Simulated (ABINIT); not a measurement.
## Zr: single point with PW91

Zr:

```
Zr
1.0
     3.23200    0.00000    0.00000
    -1.61600    2.79899    0.00000
     0.00000    0.00000    5.14700
Zr
2
Direct
  0.66667 0.33333 0.75000
  0.33333 0.66667 0.25000
```

```yaml
Program: ABINIT 10.8.3 (patched build)
Task: single point
Functional: PW91
Potentials_or_basis: JTH PAW PBE v2.0
Cutoff: 544 eV
k_mesh: 9 × 9 × 5
Occupations: fermi-dirac, width 0.05 eV
Spin: no spin polarisation
```

* Pressure: -0.1 GPa
* Band gap on the k mesh: none (metal or under the smearing width)
* Valence electrons inside the program's atomic spheres: Zr 9.04 (radii [1.1749] Å)

Stress tensor (GPa, compression positive):
```
-0.36  0.00  0.00
 0.00 -0.36  0.00
 0.00  0.00  0.53
```

Levels at points of the mesh, in eV from the Fermi level:
| k point | band 8 | band 9 | band 10 | band 11 | band 12 | band 13 | band 14 | band 15 | band 16 |
| --- | --- | --- | --- | --- | --- | --- | --- | --- | --- |
| (0.00, 0.00, 0.00) | -26.40 | -5.64 | -3.04 | 0.84 | 0.84 | 0.98 | 1.19 | 1.52 | 1.52 |

Run time: 23 s on 1 thread of Arm Neoverse V2, on a shared host, peak memory 0.13 GiB.

Caveat: the PAW data sets were made with another functional, which shifts forces and pressure a little.
